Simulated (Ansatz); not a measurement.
Write the native input for Ansatz 0.2.0 that does the following.

| Property | Result |
| --- | --- |
| Task | relaxation of cell and atoms |
| Functional | LDA |
| Potentials or basis | Ansatz PAW |
| Cutoff | 420 eV (not typed: the program's choice for these potentials) |
| k mesh | 10 × 10 × 10 |
| Occupations | fermi-dirac, width 0.05 eV |
| Spin | no spin polarisation |
| Target pressure | 30 GPa |
| Target pressure (GPa) | 30 |

Hf:

```
Hf
1.0
     0.00000    2.22000    2.22000
     2.22000    0.00000    2.22000
     2.22000    2.22000    0.00000
Hf
1
Direct
  0.00000 0.00000 0.00000
```

This isn't the form of Hf at room conditions, which is hcp.

These files were run (other wordings do the same):

input.yaml

```yaml
crystal:
  lattice:
    - [0.0, 2.22, 2.22]
    - [2.22, 0.0, 2.22]
    - [2.22, 2.22, 0.0]
  atoms:
    - { symbol: Hf, position: [0.0, 0.0, 0.0] }
hamiltonian:
  xc: lda
  pseudopotentials: { kind: paw }
kpoints:
  mp_grid: { grid: [10, 10, 10] }
scf:
  occupations: { method: fermi_dirac, width: 0.05 }
output:
  forces: true
  stress: true
  eigenvalues: true
relax:
  f_tol: 0.01
  max_steps: 40
  cell: { stress_tol: 0.05, p_target: 30.0 }
```

Potentials or basis: Ansatz PAW.

Command:

```console
$ ansatz run input.yaml --threads 2 --pin off --max-ram 5632MiB --backend cpu --events-out ev --progress --plain --runs-dir out
```

Results of the run:

| Property | Result |
| --- | --- |
| Relaxed volume | 17.21 Å³/atom |
| Relaxed cell | a = 2.898 Å, b = 2.898 Å, c = 2.898 Å, α = 60.00°, β = 60.00°, γ = 60.00° |
| Space group after relaxing (to 0.05 Å) | Fm-3m (No. 225) |
| Energy change on relaxing (the enthalpy is what falls) | +270.7 meV/atom |
| Ionic steps | 6 |
| Pressure after relaxing | 30.0 GPa |
| Band gap on the k mesh | none (metal or under the smearing width) |

Caveat: the volume moved by over 15 % at a fixed basis, so the end points are rough; the plane-wave basis is chosen anew once the cell has moved, so the energies of steps on either side of that aren't comparable; the PAW data sets come from PBE, with cores solved anew for the run's functional, which leaves a small shift of forces and pressure.

Wall time 3.8 s on 2 threads of Arm Neoverse V2 (shared host), peak memory 0.29 GiB.
